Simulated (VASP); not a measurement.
# AlRu: equation of state with r2SCAN

AlRu:

```
Ru Al
1.0
     2.98492    0.00000    0.00000
     0.00000    2.98492    0.00000
     0.00000    0.00000    2.98492
Ru Al
1 1
Cartesian
  1.4925 1.4925 1.4925
  0.0000 0.0000 0.0000
```

| Quantity | Value |
| --- | --- |
| Program | VASP 6.6.1 |
| Task | equation of state |
| Functional | r2SCAN |
| Potentials or basis | VASP PAW PBE potentials, release 64 (Ru_pv, Al) |
| Cutoff | 520 eV |
| k mesh | 8 × 8 × 8 |
| Occupations | fermi-dirac, width 0.05 eV |
| Spin | no spin polarisation |
| Ladder | gaps |
| Further INCAR settings | ALGO = Normal; EDIFF = 1e-07 |

```json
{"Equilibrium volume": "13.30 Å³/atom", "Bulk modulus": "221 GPa", "Pressure derivative of the bulk modulus": "4.4 (rough: it moves with the points fitted)"}
```

Energy against volume, from the lowest point:
```
volume (Å³/atom)  energy (meV/atom)
          12.766              15.92
          13.032               3.87
          13.297               0.00
          13.563               3.49
          13.829              13.58
```

All runs of the series together: 2.3 min on 1 thread of Intel(R) Xeon(R) Platinum 8259CL CPU @ 2.50GHz (Skylake/Cascade Lake), with other jobs on the host.

Caveat: the PAW data sets were made with another functional, which shifts forces and pressure a little.
